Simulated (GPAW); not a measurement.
A run of GPAW 26.7.0 is set up as follows.

Contents of run.py:

```python
from ase import Atoms
from ase.dft.bandgap import bandgap
from ase.io import write
from ase.units import GPa
from gpaw import GPAW, PW, setup_paths

setup_paths.insert(0, '.')

atoms = Atoms(['Mo', 'S', 'S'],
              cell=[[3.1841260822, 0.0, 0.0],
                    [-1.5920630411, 2.757534076, 0.0],
                    [0.0, 0.0, 17.33459995]],
              scaled_positions=[[0.0, 0.0, 0.0],
                                [0.3333333333, 0.6666666667, 0.91050702],
                                [0.3333333333, 0.6666666667, 0.08949298]],
              pbc=True)

calc = GPAW(mode=PW(600),
            xc='PBEsol',
            kpts={'size': (8, 8, 2), 'gamma': True},
            occupations={'name': 'fermi-dirac', 'width': 0.05},
            setups={'Mo': ':d,1.0'},
            nbands=25,
            convergence={'density': 1e-05, 'energy': 1e-05},
            maxiter=150,
            txt='gpaw.txt')
atoms.calc = calc
energy = atoms.get_potential_energy()
forces = atoms.get_forces()
stress = atoms.get_stress()
calc.write('gs.gpw')
write('result.traj', atoms)
print(f'Energy: {energy:.6f} eV')
print('Forces (eV/A):')
print(forces.round(4))
print('Stress (GPa):', (stress / GPa).round(3))
print('Fermi level:', round(calc.get_fermi_level(), 4), 'eV')
print(f'Gap: {bandgap(calc)[0]:.4f} eV, direct: {bandgap(calc, direct=True)[0]:.4f} eV')

path = atoms.cell.bandpath('GMKGALHA,LM,KH', npoints=80, eps=1e-4)
bs_calc = calc.fixed_density(kpts=path, symmetry='off', nbands=49,
                             convergence={'bands': 'CBM+6.0', 'eigenstates': 1e-6}, txt='bands.txt')
bs = bs_calc.band_structure()
bs.write('bs.json')
print(f'Gap on the path: {bandgap(bs_calc)[0]:.4f} eV')
```

Potentials or basis: PAW data sets generated in the run's folder for this functional, pw.

Run with:

```sh
$ gpaw-setup -f PBEsol Mo S
$ OMP_NUM_THREADS=1 python run.py
```

What does it give for the largest force?

0.134 eV/Å.

What does it give for the band gap along the path?

1.56 eV, indirect (least direct gap 1.61 eV).

Forces on the atoms (eV/Å):
```
Mo   0.000  0.000  0.000
S    0.000  0.000  0.134
S    0.000  0.000 -0.134
```
